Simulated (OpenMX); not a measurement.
The system is Zr.

```
Zr
1.0
     3.23200    0.00000    0.00000
    -1.61600    2.79899    0.00000
     0.00000    0.00000    5.14700
Zr
2
Cartesian
  1.6160 0.9330 3.8603
  0.0000 1.8660 1.2868
```

| Property | Result |
| --- | --- |
| Program | OpenMX 3.8.5 |
| Task | single point |
| Functional | PBE |
| Potentials or basis | OpenMX 2013 PBE set, Zr7.0-s3p2d2, grid cutoff 350 Ry |
| k mesh | 9 × 9 × 5 |
| Occupations | fermi-dirac, width 0.05 eV |
| Spin | no spin polarisation |

On this cell: pressure 1.4 GPa; largest force 0.005 eV/Å; band gap on the k mesh none (metal or under the smearing width).

The same run follows on a disturbed copy (atoms moved at random, drawn with an rms of 0.05 Å):

```
Zr
1.0
     3.23200    0.00000    0.00000
    -1.61600    2.79899    0.00000
     0.00000    0.00000    5.14700
Zr
2
Direct
  0.66214 0.33864 0.74918
  0.34713 0.68258 0.24458
```

Question: What changes?

Answer: The energy (extrapolated to zero smearing) moves by +1.2 meV/atom; pressure 1.4 GPa; largest force 0.128 eV/Å; band gap on the k mesh none (metal or under the smearing width).

Forces in eV/Å, atoms in the order of the input:
```
Zr   0.041  0.024 -0.119
Zr  -0.034 -0.024  0.118
```

Caveats: the basis of atomic orbitals isn't converged, which shifts pressures, moduli and gaps.
